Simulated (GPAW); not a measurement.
Crystal: ZrB2.

```xyz
3
Lattice="3.1700 0.0000 0.0000 -1.5850 2.7453 0.0000 0.0000 0.0000 3.5330" Properties=species:S:1:pos:R:3 pbc="T T T"
Zr    0.0000    0.0000    0.0000
B     1.5850    0.9151    1.7665
B     0.0000    1.8302    1.7665
```

- Program: GPAW 26.7.0
- Task: relaxation of cell and atoms
- Functional: BLYP
- Dispersion: D3(BJ)
- Potentials or basis: PAW data sets generated in the run's folder for this functional
- Cutoff: 800 eV
- Basis: pw
- k mesh: 7 × 7 × 5
- Occupations: fermi-dirac, width 0.05 eV
- Spin: no spin polarisation

At the start: pressure -8.0 GPa; volume 10.25 Å³/atom.

Question: Where does the relaxation end?

Answer: Over 6 steps the energy falls by 9.6 meV/atom and the volume is 9.92 Å³/atom (-3.2 %); space group P6/mmm (No. 191, to 0.05 Å).

The path:
```tsv
step	energy change (eV)	largest force (eV/Å)	pressure (GPa)	volume (Å³)
1	0.0000	0.0000	-8.00	30.75
2	-0.0106	0.0000	-6.36	30.52
3	-0.0282	0.0000	0.50	29.66
4	-0.0283	0.0000	0.26	29.69
5	-0.0288	0.0000	-0.24	29.76
6	-0.0289	0.0000	-0.22	29.76
```

Final structure:
```
Zr B
1.0
     3.12203    0.00000    0.00000
    -1.56101    2.70375    0.00000
     0.00000    0.00000    3.52547
Zr B
1 2
Direct
  0.00000 0.00000 0.00000
  0.66667 0.33333 0.50000
  0.33333 0.66667 0.50000
```

Caveat: later steps reuse the first step's grids; pairwise dispersion overbinds metals, which lowers pressure and volume.
